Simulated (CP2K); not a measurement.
## BeS under changes of volume

One of the cells (14.261 Å³/atom); the others are scaled copies at fixed shape and fractional positions:

```
CELL_PARAMETERS angstrom
3.42947 0.00000 0.00000
1.71473 2.97001 0.00000
1.71473 0.99000 2.80015
ATOMIC_POSITIONS crystal
S 0.75000 0.75000 0.75000
Be 0.00000 0.00000 0.00000
```

| Quantity | Value |
| --- | --- |
| Program | CP2K 2026.2 |
| Functional | LDA |
| Potentials or basis | GTH_POTENTIALS S GTH-PADE-q6, Be GTH-PADE-q4; TZVP-MOLOPT-PBE-GTH basis |
| Density cutoff | 11565 eV |
| k mesh | 9 × 9 × 9 |
| Occupations | fermi-dirac, width 0.0259 eV |
| Spin | no spin polarisation |

```tsv
volume (Å³/atom)	energy over the lowest point (meV/atom)	pressure (GPa)	gap on the mesh (eV)
13.405	?	?	?
13.690	2.14	2.3	4.00
13.975	0.00	0.1	4.05
14.261	1.52	-1.8	4.10
14.546	6.35	-3.6	4.15
14.831	14.20	-5.2	4.19
15.116	24.77	-6.7	4.23
```

Task: What does the run at 13.405 Å³/atom give?

Result: Energy over the lowest point 8.30 meV/atom; pressure 4.7 GPa; gap on the mesh 3.95 eV.

Worked out: A Birch-Murnaghan fit of order 3 (a polynomial in V^(-2/3)) to the other rows has its minimum at 13.99 Å³/atom with B0 = V·E''(V) = 100 GPa and B' = 3.8. It gives 8.31 meV/atom at 13.405 Å³/atom, against the run's 8.30, and -dE/dV = 4.7 GPa, against 4.7. A straight line through the other rows of the gap, of slope 2.34 eV per unit of ln V, extrapolates to 3.95 eV, against the run's 3.95.

Energies are extrapolated to zero smearing.

Caveats: an odd mesh through Γ misses points on the zone boundary, where band edges often lie; the basis of atomic orbitals isn't converged, which shifts pressures, moduli and gaps.
